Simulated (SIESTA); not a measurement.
Se under changes of volume

One of the cells (27.261 Å³/atom); the others are scaled copies at fixed shape and fractional positions:

```xyz
3
Lattice="4.3662 0.0000 0.0000 -2.1831 3.7812 0.0000 0.0000 0.0000 4.9536" Properties=species:S:1:pos:R:3 pbc="T T T"
Se    1.6910    2.9289    0.0000
Se   -0.4921    0.8523    3.3024
Se    0.9841    0.0000    1.6512
```

```yaml
Program: SIESTA 5.4.2
Functional: LDA
Potentials_or_basis: PseudoDojo 0.4 standard (LDA files)
Basis: DZP (energy shift 0.003 Ry; two zetas on semicore shells)
Grid_cutoff: 500 Ry
Energy_shift: 0.003 Ry
k_mesh: 7 × 7 × 6
Occupations: fermi-dirac, width 0.05 eV
Spin: no spin polarisation
```

| volume (Å³/atom) | energy over the lowest point (meV/atom) | pressure (GPa) | gap on the mesh (eV) | largest force (eV/Å) |
| --- | --- | --- | --- | --- |
| 25.625 | 64.86 | 7.3 | 1.04 | 2.277 |
| 26.170 | 42.72 | 5.7 | 1.02 | 1.995 |
| 26.716 | 25.73 | 4.3 | 1.00 | 1.730 |
| 27.261 | 13.38 | 3.0 | 0.98 | 1.478 |
| 27.806 | ? | ? | ? | ? |
| 28.351 | 0.91 | 0.8 | 0.95 | 1.024 |
| 28.896 | 0.00 | -0.2 | 0.93 | 0.818 |

Q: What does the run at 27.806 Å³/atom give?

A: Energy over the lowest point 5.26 meV/atom; pressure 1.8 GPa; gap on the mesh 0.97 eV; largest force 1.244 eV/Å.

Worked out: A Birch-Murnaghan fit of order 3 (a polynomial in V^(-2/3)) to the other rows has its minimum at 28.78 Å³/atom with B0 = V·E''(V) = 49 GPa and B' = 4.3 at fixed shape and positions, which overstates the stiffness. It gives 5.25 meV/atom at 27.806 Å³/atom, against the run's 5.26, and -dE/dV = 1.8 GPa, against 1.8. A straight line through the other rows of the gap, of slope -0.901 eV per unit of ln V, gives 0.96 eV, against the run's 0.97.

Energies are extrapolated to zero smearing.

Caveats: an odd mesh through Γ misses points on the zone boundary, where band edges often lie; the basis of atomic orbitals isn't converged, which shifts pressures, moduli and gaps; forces of over 1 eV/Å show positions far from the minimum, so gaps and moduli don't describe the material at rest (some runs). Spin-orbit coupling on Se is left out.
